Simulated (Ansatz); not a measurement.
**MnO, one cell by several methods**

```
Mn O
1.0
     0.00000    2.17756    2.22200
     2.17756    0.00000    2.22200
     2.17756    2.17756    0.00000
Mn O
1 1
Direct
  0.00000 0.00000 0.00000
  0.50000 0.50000 0.50000
```

Atom numbers follow the list: Mn1, O2.

The cell is COD entry 1514105, as deposited and not checked against the literature; nothing was relaxed. The listed cell was then made from it by scaling, straining or moving an atom.

Semilocal functionals without U often leave such compounds metallic or with too small a gap, and the real magnetic order may differ.

The magnetic state is the one reached from the start moments; no search over orders was made, so it needn't be the ground state.

Methods: DFT, PBE, PAW with Ansatz's default frozen-core files, scalar-relativistic (Ansatz 0.2.0); DFT, PBE, all-electron PAW with datasets made for the crystal, scalar-relativistic (Ansatz 0.2.0); DFT, PBE, all-electron LAPW, scalar-relativistic (Ansatz 0.2.0).

For PAW: a Γ-centred 16×16×16 k mesh, Fermi–Dirac smearing of 0.05 eV, cutoff 420 eV, spin-polarised from start moments Mn1 4 μB. The crystal-made all-electron datasets (AE datasets) take a cutoff of 380 eV at this cell. LAPW targets a basis error of 0.25 meV/atom. The Ansatz runs share mesh, smearing and spin set-up. Plane-wave (PAW) pressures include the program's estimate of the Pulay term.

Stress and pressure are positive in compression.

The change that made this cell: equal xx and yy strain of -2 %.

In a metal, gradients converge slowly with the k mesh: the values move by tens of per cent from one mesh to another, at times in sign, so only the comparison on one mesh counts.

| quantity | PAW | AE datasets | LAPW |
| --- | --- | --- | --- |
| pressure (GPa) | 4.43 | 4.44 | 4.44 |
| stress xx (GPa) | 4.50 | 4.50 | 4.51 |
| stress zz (GPa) | 4.30 | 4.32 | 4.32 |
| moment of the cell (μB) | 4.644 | 4.644 | 4.644 |
| field gradient Vzz at Mn1 (10²¹ V/m²) | 0.55 | 0.53 | – |
